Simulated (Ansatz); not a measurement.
HgTe: computed DOS

```cif
data_structure
_symmetry_space_group_name_H-M 'F-43m'
_symmetry_Int_Tables_number 216
_cell_length_a 6.4470
_cell_length_b 6.4470
_cell_length_c 6.4470
_cell_angle_alpha 90.000
_cell_angle_beta 90.000
_cell_angle_gamma 90.000
_cell_volume 267.96
loop_
_atom_site_label
_atom_site_type_symbol
_atom_site_symmetry_multiplicity
_atom_site_Wyckoff_symbol
_atom_site_fract_x
_atom_site_fract_y
_atom_site_fract_z
_atom_site_occupancy
Hg1 Hg 4 a 0.00000 0.00000 0.00000 1
Te1 Te 4 c 0.25000 0.25000 0.25000 1
```

The runs use the primitive cell with vectors (0.000, 3.224, 3.224), (3.224, 0.000, 3.224), (3.224, 3.224, 0.000) Å, to which the k mesh refers.

The cell is COD entry 1539232, as deposited and not checked against the literature; nothing was relaxed.

Spin–orbit coupling is left out, though it moves levels of the heavy atoms by tenths of an eV or more.

The calculation used Ansatz 0.2.0, DFT, PBE, all-electron LAPW, scalar-relativistic.

Numerical set-up: a Γ-centred 11×11×11 k mesh, Fermi–Dirac smearing of 0.03 eV, basis error target 0.5 meV/atom, no spin polarisation.

States per eV and cell, averaged over 0.6 eV, from -5.8 to 3.6 eV, with energies (bin centres) from the Fermi level; empty bins are left out. 

| E (eV) | total |
| --- | --- |
| -5.6 | 1.07 |
| -5.0 | 1.07 |
| -4.4 | 0.51 |
| -3.8 | 0.31 |
| -3.2 | 0.29 |
| -2.6 | 1.74 |
| -2.0 | 1.99 |
| -1.4 | 1.83 |
| -0.8 | 0.98 |
| -0.2 | 0.21 |
| 0.4 | 0.02 |
| 1.0 | 0.37 |
| 1.6 | 0.77 |
| 2.2 | 1.77 |
| 2.8 | 0.64 |
| 3.4 | 0.59 |
